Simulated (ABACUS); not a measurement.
# Ni under changes of volume

One of the cells (10.492 Å³/atom); the others are scaled copies at fixed shape and fractional positions:

```xyz
1
Lattice="0.0000 1.7376 1.7376 1.7376 0.0000 1.7376 1.7376 1.7376 0.0000" Properties=species:S:1:pos:R:3 pbc="T T T"
Ni    0.0000    0.0000    0.0000
```

```yaml
Program: ABACUS 3.10.1
Functional: PBE
Potentials_or_basis: PseudoDojo NC SR 0.4.1 PBE standard
Cutoff: 1361 eV
Density_cutoff: 5442 eV
Basis: DZP LCAO (the cutoffs set its grid)
k_mesh: 13 × 13 × 13
Occupations: fermi-dirac, width 0.05 eV
Spin: collinear spin, ferromagnetic start
Starting_moments: "[1.0] μB"
```

| volume (Å³/atom) | energy over the lowest point (meV/atom) | pressure (GPa) |
| --- | --- | --- |
| 9.862 | ? | ? |
| 10.072 | 46.99 | 19.4 |
| 10.282 | 25.49 | 13.8 |
| 10.492 | 10.96 | 8.7 |
| 10.702 | 2.68 | 4.2 |
| 10.912 | 0.00 | 0.2 |
| 11.122 | 2.25 | -3.4 |

Problem. What does the run at 9.862 Å³/atom give?

Solution. Energy over the lowest point 76.50 meV/atom; pressure 25.8 GPa.

Worked out: A Birch-Murnaghan fit of order 3 (a polynomial in V^(-2/3)) to the other rows has its minimum at 10.92 Å³/atom with B0 = V·E''(V) = 196 GPa and B' = 4.9. It gives 76.35 meV/atom at 9.862 Å³/atom, against the run's 76.50, and -dE/dV = 25.6 GPa, against 25.8.

Energies are extrapolated to zero smearing.

Caveats: the atomic orbitals were generated for these runs and aren't a published set; the basis of atomic orbitals isn't converged, which shifts pressures, moduli and gaps.
